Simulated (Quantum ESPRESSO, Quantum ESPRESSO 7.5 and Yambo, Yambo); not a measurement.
# Excitons of BAs (F-43m): kernels and approximations

Aim: the absorption spectrum of BAs (F-43m) with electron-hole interaction, and what each part of the kernel does.

Main program and level: Quantum ESPRESSO 7.5 and Yambo 5.3.0; PBE and many-body steps on it, plane waves.

### Step 1. The structure

It takes space group F-43m (No. 216, cubic). Conventional cell: a = 4.777 Å, b = 4.777 Å, c = 4.777 Å, α = 90.00°, β = 90.00°, γ = 90.00°. Nearest to B lie 4 As at 2.07 Å. As has 4 B at 2.07 Å nearest. Farther neighbours are not listed.

Structure file:

```cif
data_structure
_symmetry_space_group_name_H-M 'P 1'
_symmetry_Int_Tables_number 1
_cell_length_a 3.3778
_cell_length_b 3.3778
_cell_length_c 3.3778
_cell_angle_alpha 60.000
_cell_angle_beta 60.000
_cell_angle_gamma 60.000
_cell_volume 27.25
loop_
_atom_site_label
_atom_site_type_symbol
_atom_site_fract_x
_atom_site_fract_y
_atom_site_fract_z
_atom_site_occupancy
B1 B 0.00000 0.00000 0.00000 1
As2 As 0.25000 0.25000 0.25000 1
```

The cell and positions come from the Crystallography Open Database and are kept as given unless a step says otherwise.

### Step 2. Empty states on the mesh, 6×6×6 mesh, 126 bands

This step: Quantum ESPRESSO 7.5; DFT, PBE, plane waves, norm-conserving pseudopotentials.

The sums over transitions need many empty states on a uniform mesh; this step solves for them.

The input, pw.in:

```
&control
  calculation = 'nscf'
  prefix = 'x'
  outdir = 'o'
  pseudo_dir = 'pseudo'
/
&system
  ibrav = 0
  nat = 2
  ntyp = 2
  ecutwfc = 100.0
  nbnd = 126
  force_symmorphic = .true.
/
&electrons
  conv_thr = 1e-9
  electron_maxstep = 80
  diago_full_acc = .true.
  diago_thr_init = 5e-6
/
ATOMIC_SPECIES
  B 10.81 B.upf
  As 74.922 As.upf
CELL_PARAMETERS angstrom
  -0.0000000000 2.3885000000 2.3885000000
  2.3885000000 -0.0000000000 2.3885000000
  2.3885000000 2.3885000000 -0.0000000000
ATOMIC_POSITIONS crystal
  B 0.0000000000 0.0000000000 0.0000000000
  As 0.2500000000 0.2500000000 0.2500000000
K_POINTS automatic
  6 6 6 0 0 0
```

The run is started by

```bash
$ OMP_NUM_THREADS=1 mpirun -n 4 pw.x -nk 4 -in pw.in > pw.out
```

The program printed:

```text
Program PWSCF v.7.5 starts

     This program is part of the open-source Quantum ESPRESSO suite
     for quantum simulation of materials; please cite
         "P. Giannozzi et al., J. Phys.:Condens. Matter 21 395502 (2009);
         "P. Giannozzi et al., J. Phys.:Condens. Matter 29 465901 (2017);
         "P. Giannozzi et al., J. Chem. Phys. 152 154105 (2020);
     in publications or presentations arising from this work. More details at

     Atomic positions and unit cell read from directory:
     o/x.save/

     Message from routine setup:
[...]
97.4226  97.4226  99.8043 103.0378 103.0378 104.4709 104.7723 105.8447
     [... 4 further rows ...]
   138.3861 139.1475 139.5186 139.5186 141.4783 141.7127 141.7127 142.1608
   143.7133 143.7133 144.1607 146.1933 146.1933 149.1608

          k =-0.3536-0.3536 0.3536 (  3100 PWs)   bands (ev):

     [... further k-points ...]

     highest occupied, lowest unoccupied level (ev):    12.1652   13.4570

     XML data file, pseudopotentials, collected wavefunctions

=------------------------------------------------------------------------------=
   JOB DONE.
=------------------------------------------------------------------------------=
```

Run time: 14 s. Hardware: 4 MPI ranks of Arm Neoverse V1, shared host; peak memory 0.33 GiB.

This step gave:

```yaml
gap: 1.292 eV
k_of_the_valence_top: 0, 0, 0
k_of_the_conduction_bottom: 0, 0.3333, 0.3333
least_direct_gap: 3.289 eV
k_points_computed: 16
lowest_point_of_the_top_converged_band_above_the_valence_top: 134.0316 eV
```

On this mesh the gap is 1.292 eV.

The density comes from a self-consistent run that is not shown.

### Step 3. Conversion and set-up

This step: Yambo 5.3.0; conversion and set-up on PBE, plane waves, norm-conserving pseudopotentials.

The states are converted to the many-body program's format and the q mesh is built.

The run is started by

```bash
$ (cd o/x.save; p2y > p2y.log; mv SAVE ../..); yambo > setup.log
```

The program printed:

```text
 Yambo, version 5.3.0

 [02] CORE Variables Setup
 =========================

  [02.01] Unit cells
  ==================

  Cell kind             :  FCC
  Atoms in the cell     :  B  As
  number of B  atoms    :  1
  number of As atoms    :  1

  List of atomic masses
  Mass of B     :  10.81000
  Mass of As    :  74.92200

  List of atomic coordinates    : [cc]
  B1       :  0.000000  0.000000  0.000000  order 1
  As1       :  2.256805  2.256805  2.256805  order 2

  Alat factors          :  4.513611  4.513611  4.513611 [a.u.]
  Direct lattice volume :  183.9087 [a.u.]
[...]
Q [ 1]         [rlu]:  0.000000  0.000000  0.000000
 Q [ 2]         [rlu]: -0.44040E-17 -0.44040E-17  0.16667
 Q [ 3]         [rlu]: -0.88081E-17 -0.88081E-17  0.33333
[...]
Q [ 8]         [rlu]: -0.63303E-17  0.16667     -0.33333
 Q [ 9]         [rlu]:  0.28747E-16  0.16667     -0.16667
 Q [10]         [rlu]: -0.18005E-16  0.33333      0.33333
     [... 4 further rows ...]
 Q [15]         [rlu]:  0.166667  0.333333 -0.333333
 Q [16]         [rlu]:  0.166667 -0.500000 -0.333333

  [03.01] X indexes
  =================

   [03.01.01] Sigma indexes
   ========================

 [06] Game Over & Game summary
```

Wall time 2.7 s (1 MPI rank); peak memory 0.24 GiB.

### Step 4. Screening and self-energy, 6×6×6 mesh, 126 bands, screening to 210.9 eV

G0W0 replaces the xc potential by the self-energy, built once from these orbitals. Only a window of levels is corrected, while the sums run over the empty bands that the input names.

This step: G0W0 on PBE, plane waves, norm-conserving pseudopotentials.

The input, gw1.in:

```
HF_and_locXC
gw0
dyson
ppa
em1d
rim_cut
RandQpts= 1000000
RandGvec= 1 RL
EXXRLvcs= 100 Ry
VXCRLvcs= 400 Ry
Chimod= "HARTREE"
% BndsRnXp
 1 | 126 |
%
NGsBlkXp= 15.5 Ry
% LongDrXp
 1 | 1 | 1 |
%
% GbndRnge
 1 | 126 |
%
DysSolver= "n"
ExtendOut
PPAPntXp= 27.21138 eV
% QPkrange
 1 | 16 | 11 | 17 |
%
```

The run is started by

```bash
$ OMP_NUM_THREADS=1 mpirun -n 4 yambo -F gw1.in -J gw1 -C gw1 > gw1.log
```

The program printed:

```text
 Yambo, version 5.3.0

 [02] CORE Variables Setup
 =========================

  [... cell, symmetries and grids as in the set-up ...]

  [02.05] Energies & Occupations
  ==============================

  [X] === General ===
  [X] Electronic Temperature                        :  0.000000  0.000000 [eV K]
  [X] Bosonic    Temperature                        :  0.000000  0.000000 [eV K]
  [X] Finite Temperature mode                       : no
  [X] El. density                                   :  0.95404E+24 [cm-3]
[...]
Sx RL components                                 :  3143

   QP @ state[ 1 ] K range                          :   1  16
   QP @ state[ 1 ] b range                          :  11  17
   GF energies kind                                 : Perdew, Burke & Ernzerhof(X)+Perdew, Burke & Ernzerhof(C)
   GF WF`s kind                                     : Perdew, Burke & Ernzerhof(X)+Perdew, Burke & Ernzerhof(C)
   Xs energies kind                                 : Perdew, Burke & Ernzerhof(X)+Perdew, Burke & Ernzerhof(C)
   Xs WF`s kind                                     : Perdew, Burke & Ernzerhof(X)+Perdew, Burke & Ernzerhof(C)

 [11] Game Over & Game summary
```

The job ended after 34 min (4 MPI ranks; peak memory 2 GiB).

Numbers from this step:

| Quantity | Value |
| --- | --- |
| G0W0 gap on the mesh | 1.902 eV |
| starting gap on the mesh | 1.292 eV |
| k of the valence top | 0, 0, 0 |
| k of the conduction bottom | 0, 0.3333, 0.3333 |
| least direct G0W0 gap on the computed points | 4.137 eV |

The gap on the mesh goes from 1.29 eV to 1.90 eV, a correction of +0.61 eV.

The gap opens by 0.610 eV; the next steps shift the empty bands rigidly by 0.848 eV, the correction at the start's least direct gap.

### Step 5. Excitons

Optical absorption needs the electron-hole interaction, solved here in a basis of vertical transitions on the mesh.

This step: Bethe-Salpeter equation on PBE with a scissors shift, plane waves, norm-conserving pseudopotentials.

The input, bse3.in:

```
optics
bss
bse
em1s
dipoles
rim_cut
RandQpts= 1000000
RandGvec= 1 RL
Chimod= "HARTREE"
BSKmod= "SEX"
BSEmod= "resonant"
BSSmod= "d"
BSENGexx= 30 Ry
BSENGBlk= 6 Ry
% BSEQptR
 1 | 1 |
%
% BSEBands
 11 | 17 |
%
% BEnRange
 0 | 9 | eV
%
% BDmRange
 0.1 | 0.1 | eV
%
BEnSteps= 181
% BLongDir
 1 | 0 | 0 |
%
% BndsRnXs
 1 | 65 |
%
NGsBlkXs= 6 Ry
% LongDrXs
 1 | 1 | 1 |
%
% KfnQP_E
 0.848 | 1.0 | 1.0 |
%
WRbsWF
```

The run is started by

```bash
$ OMP_NUM_THREADS=1 mpirun -n 4 yambo -F bse3.in -J bse3 -C bse3 > bse3.log
```

The program printed:

```text
 Yambo, version 5.3.0

 [02] CORE Variables Setup
 =========================

  [... cell, symmetries and grids as in the set-up ...]

  [02.05] Energies & Occupations
  ==============================

  [X] === General ===
  [X] Electronic Temperature                        :  0.000000  0.000000 [eV K]
  [X] Bosonic    Temperature                        :  0.000000  0.000000 [eV K]
  [X] Finite Temperature mode                       : no
  [X] El. density                                   :  0.95404E+24 [cm-3]
  [X] Fermi Level                                   :  12.16515 [eV]

  [X] === Gaps and Widths ===
  [X] Conduction Band Min                           :  1.291868 [eV]
  [X] Valence Band Max                              :  0.000000 [eV]
  [X] Filled Bands                                  :  13
  [X] Empty Bands                                   :   14  126
  [X] Direct Gap                                    :  3.288876 [eV]
  [X] Direct Gap localized at k                     :  1
  [X] Indirect Gap                                  :  1.291868 [eV]
  [X] Indirect Gap between kpts                     :   1  10
  [X] Last valence band width                       :  4.948297 [eV]
  [X] 1st conduction band width                     :  3.059858 [eV]

 [03] Transferred momenta grid and indexing
 ==========================================

 [BZ sampling] Q-grid is User defined and/or read from the database

 IBZ Q-points                                      :  16
 BZ  Q-points                                      :  216

 K/Q-points units:
 rlu = crystal or reduced units; cc = cartesian coordinates; iku = interal k-units

 Q [ 1]         [rlu]:  0.000000  0.000000  0.000000
 Q [ 2]         [rlu]: -0.44040E-17 -0.44040E-17  0.16667
 Q [ 3]         [rlu]: -0.88081E-17 -0.88081E-17  0.33333
 Q [ 4]         [rlu]: -0.63303E-17 -0.63303E-17 -0.50000
 Q [ 5]         [rlu]: -0.90023E-17  0.16667      0.16667
 Q [ 6]         [rlu]: -0.14373E-16  0.16667      0.33333
 Q [ 7]         [rlu]:  0.33135E-17  0.16667      0.50000
 Q [ 8]         [rlu]: -0.63303E-17  0.16667     -0.33333
 Q [ 9]         [rlu]:  0.28747E-16  0.16667     -0.16667
 Q [10]         [rlu]: -0.18005E-16  0.33333      0.33333
     [... 4 further rows ...]
 Q [15]         [rlu]:  0.166667  0.333333 -0.333333
 Q [16]         [rlu]:  0.166667 -0.500000 -0.333333

  [03.01] X + BSE indexes
  =======================

   [03.01.01] Sigma indexes
   ========================

 [04] Coloumb potential Random Integration (RIM)
 ===============================================

  [04.01] RIM initialization
  ==========================

  * Diagonal components only detected *

  8 x (sBL volume)        :  0.049954 [a.u.]
  sBZ random points       :  1000000
  Points outside the sBZ  :   7968281
  RL volume               :  1.348768 [a.u.]
  Integrated volume       :  1.354137 [a.u.]

  [04.02] RIM integrals
  =====================

  Gamma point sphere radius             :  0.066805 [a.u.]
  Points outside the sphere             :   800476
  [Int_sBZ(q=0) 1/q^2]*(Vol_sBZ)^(-1/3) =:  7.776341
                                 should be <:  7.795600

  Summary of Coulomb integrals for non-metallic bands |Q|[au] RIM/Bare

  Q [1] 0.100000E-4 0.997530 * Q [2] 0.200926 1.068930
  Q [5] 0.232009 1.068679 * Q [9] 0.328110 1.029814
  Q [6] 0.384743 1.023420 * Q [3] 0.401851 1.020719
  Q [10] 0.464018 1.017590 * Q [8] 0.505652 1.014476
  Q [14] 0.518788 1.014367 * Q [7] 0.568303 1.012582
  Q [11] 0.602777 1.011829 * Q [4] 0.602777 1.011206
  Q [12] 0.656220 1.010226 * Q [15] 0.686291 1.009617
  Q [13] 0.696026 1.009452 * Q [16] 0.733676 1.008801

 [WARNING] [Xs] User bands 1-65 break level degeneracy

 [05] External/Internal QP corrections
 =====================================

 [QP_apply] Action to be applied: USER defined scissor

  [05.01]  QP corrections report
  ==============================

  [K+QP] === General ===
  [K+QP] Electronic Temperature                     :  0.000000  0.000000 [eV K]
[...]
[K+QP] Filled Bands                               :  13
  [K+QP] Empty Bands                                :   14  126
  [K+QP] Direct Gap                                 :  4.136876 [eV]
  [K+QP] Direct Gap localized at k                  :  1
  [K+QP] Indirect Gap                               :  2.139868 [eV]
  [K+QP] Indirect Gap between kpts                  :   1  10
  [K+QP] Last valence band width                    :  4.948297 [eV]
  [K+QP] 1st conduction band width                  :  3.059858 [eV]

  [coarse-grid] Minimum Bare Gap        [ev]:  1.291868
  [coarse-grid] Minimum Gap Correction  [ev]:  0.848000

  Eqp @ K [ 1]
  -185.4422 -128.8241 -128.8241 -128.8241  -35.8568  -35.8568  -35.8568  -35.8372
   -35.837      -15.398     -0.35792E-09 -0.28258E-09   0.0000       4.1369       4.1369       4.1369
    5.53371  10.44839  14.01499  14.01499  15.30480  15.30480  15.30480  19.82076
   30.66926  30.66926  30.66926  37.69425  37.69425  37.69425  38.24760  38.24760
  Eqp @ K [ 2]
  -185.4422 -128.8241 -128.8241 -128.8241  -35.8560  -35.8549  -35.8549  -35.8369
  -35.83695 -14.94535  -2.95303  -0.68024  -0.68024   4.15842   5.02452   5.02452
[...]
Eqp @ K [ 3]
[...]
Eqp @ K [ 4]
[...]
Eqp @ K [ 5]
[...]
Eqp @ K [ 6]
[...]
Eqp @ K [ 7]
[...]
Eqp @ K [ 8]
[...]
Eqp @ K [ 9]
[...]
25.37025  26.30169  27.82410  28.56591  31.63653  32.44128  33.57250  35.95234
     [... 13 further rows ...]
    9.76255  13.21675  16.56660  16.87528  19.67039  23.69714  23.72460  24.09941
   24.84763  26.06992  27.05063  30.15587  31.87134  32.66285  34.02974  34.50307

 [06] Dipoles
 ============

  [06.01] Setup: observables and procedures
  =========================================

  [WARNING] [r,Vnl^pseudo] included in position and velocity dipoles.

  [WARNING] In case H contains other non local terms, these are neglected

 [07] Static Dielectric Matrix
 =============================

 [WR./bse3//ndb.em1s]------------------------------------------------------------
  Brillouin Zone Q/K grids (IBZ/BZ)                :   16  216   16  216
  RL vectors                                       :   3943 [WF]
  Coulomb cutoff potential                         : none
  Electronic Temperature                           :  0.000000 [K]
  Bosonic    Temperature                           :  0.000000 [K]
  Static diel. fun.  energies                      : Perdew, Burke & Ernzerhof(X)+Perdew, Burke & Ernzerhof(C)
  wavefunctions                                    : Perdew, Burke & Ernzerhof(X)+Perdew, Burke & Ernzerhof(C)
  Global Gauge                                     : length
  X matrix size                                    :   65
  X band range                                     :    1   65
  X e/h energy range                               : -1.000000 -1.000000 [eV]
  X Time ordering                                  : T
  X Hxc Kernel                                     : HARTREE
  X Drude frequency                                :  0.000000  0.000000
  X poles                                          :  100.0000 [o/o]
  RL vectors in the sum                            :   3943
  [r,Vnl] included                                 : yes
  Field direction                                  :  0.577350E-5  0.577350E-5  0.577350E-5
  BZ energy Double Grid                            : no
  BZ energy DbGd points                            : 0
  BZ Q point size factor                           : -1.000000
  X Optical Averaged directions                    : none

 [08] Bethe Salpeter Equation driver
 ===================================

  [08.01] Bethe Salpeter Equation @q1
  ===================================

   [08.01.01] Transition pre-analysis @q1
   ======================================

   [08.01.02] Transition Groups build-up @q1
   =========================================

   [BSK] Transition groups (total):   32
   [BSK] Size (resonant):  2592
   [BSK]         (total):  2592
   [BSK] N. of matrices :  1

   [08.01.03] Loading Dipoles @q1
   ==============================

   [08.01.04] Independent Particles properties @q1
   ===============================================

   ==========================================================

   [BSE] Exchange components :   537
   [BSE] Correlation components :   65  283

    [08.01.05.01] Screened interaction header I/O
    =============================================

    [08.01.05.02] Main kernel loop
    ==============================

    [08.01.05.03] Wave-Function Phases
    ==================================

    [BSE] WF phases found       :  65.88542 [o/o]

   [08.01.06] BSE solver(s) @q1
   ============================

   [08.01.07] Diago Solver @q1
   ===========================

 [11] Game Over & Game summary
```

It took 3.4 min on 4 MPI ranks; peak memory 1.6 GiB; 14 min of CPU time.

This step gave:

```yaml
transitions_in_the_window: 2592
direct_gap_of_the_transition_levels: 4.137 eV
lowest_state: 3.943 eV
first_strong_exciton_over_a_fiftieth_of_the_strongest_listed: 3.947 eV
binding_of_the_lowest_state_below_the_direct_gap: 0.1944 eV
coulomb_term_of_one_mesh_cell: 0.2094 eV
```

The binding is 0.93 times the screened Coulomb term of one mesh cell (0.21 eV), so it is not shown settled.

The lowest state lies at 3.943 eV, 0.194 eV under the direct gap.

Lines within 3 meV are set at the lowest of them, and the highest group, which the list may cut short, is left out. Lines of the exciton spectrum (strongest = 100):

```
position (eV)  lines merged  strength, relative
        3.942             6                  26
        3.955             2                 0.1
        3.966             1                 0.0
        4.588             3                 100
        4.594             3                 0.2
        4.613             3                 2.8
        4.627             3                 0.0
        4.650             2                 0.0
```

The ε₂ has structure finer than the step of the table below, so its rows give means over 0.25 eV, whole bins alone (the curve runs from 0 to 9 eV). Peaks (eV: height): BSE 3.950: 14.4, 4.600: 52.5, 5.000: 38.0, 5.400: 39.4, 5.900: 57.7; no electron-hole interaction 4.850: 28.0, 5.700: 30.9, 6.350: 74.5.

Field along x; broadening 0.1 eV; transition window only. Limits: finite bands, cutoff and mesh; no spin-orbit coupling; exciton not shown settled in the k mesh. The ε₂ by photon energy; means over each step:

```
photon energy (eV)    BSE  no electron-hole interaction
              0.25  0.101                        0.0786
              0.50  0.112                        0.0862
              0.75  0.125                        0.0950
              1.00  0.141                         0.105
              1.25  0.160                         0.118
              1.50  0.183                         0.132
              1.75  0.212                         0.150
              2.00  0.250                         0.172
              2.25  0.299                         0.199
              2.50  0.366                         0.235
              2.75  0.463                         0.284
              3.00  0.614                         0.352
              3.25  0.881                         0.458
              3.50   1.51                         0.649
              3.75   4.67                          1.14
              4.00   10.5                          4.13
              4.25   7.29                          5.28
              4.50   31.4                          4.27
              4.75   25.6                          18.2
              5.00   30.4                          14.2
              5.25   26.9                          18.7
              5.50   31.8                          19.2
              5.75   31.3                          24.9
              6.00   46.7                          21.6
              6.25   14.6                          50.8
              6.50   4.94                          44.9
              6.75   3.53                          9.81
              7.00   7.55                          6.36
              7.25   6.59                          10.8
              7.50   3.87                          9.15
              7.75   3.45                          4.94
              8.00   3.43                          3.95
              8.25   4.13                          4.68
              8.50   4.67                          5.56
              8.75   3.75                          6.19
```

[end of part 1 of 4]

[Paths, hosts, dates, memory and timing lines, banners, echoed tables and standing remarks are left out of the program output.]

[Logs are printed without paths, hosts, clocks, repeated set-up lines and the standing remarks that a program may print on its own settings, such as how far it seeks lower states.]

[Runs of the session that timed out or met a known fault of the program may be left out.]

[Hosts, paths, dates, database ids (printed as entryN), source tags and the programs' standing remarks are cut or masked in the printed files.]
